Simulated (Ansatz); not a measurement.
The system is Re.

```
CELL_PARAMETERS angstrom
2.76080 0.00000 0.00000
-1.38040 2.39092 0.00000
0.00000 0.00000 4.45820
ATOMIC_POSITIONS crystal
Re 0.66667 0.33333 0.75000
Re 0.33333 0.66667 0.25000
```

| Quantity | Value |
| --- | --- |
| Program | Ansatz 0.2.0 |
| Task | relaxation of cell and atoms |
| Functional | PBE |
| Potentials or basis | Ansatz PAW |
| Cutoff | 420 eV (not typed: the program's choice for these potentials) |
| k mesh | 11 × 11 × 6 |
| Occupations | fermi-dirac, width 0.05 eV |
| Spin | no spin polarisation |

At the start: volume 14.71 Å³/atom.

**Question.** Where does the relaxation end?

**Answer.** It ends after 4 steps and the volume is 14.95 Å³/atom (+1.6 %); space group P6_3/mmc (No. 194, to 0.05 Å).

The path:
| step | energy change (eV) | largest force (eV/Å) | volume (Å³) |
| --- | --- | --- | --- |
| 1 | 0.0000 | 0.0000 | 29.43 |
| 2 | -0.0082 | 0.0000 | 29.93 |
| 3 | -0.0083 | 0.0000 | 29.90 |
| 4 | -0.0087 | 0.0000 | 29.90 |

Final structure:
```yaml
crystal:
  lattice:
    - [2.77478, 0.00000, 0.00000]
    - [-1.38739, 2.40303, 0.00000]
    - [0.00000, 0.00000, 4.48450]
  atoms:
    - { symbol: Re, position: [0.66667, 0.33333, 0.75000] }
    - { symbol: Re, position: [0.33333, 0.66667, 0.25000] }
```

Caveat: the plane-wave basis is chosen anew once the cell has moved, so the energies of steps on either side of that aren't comparable.
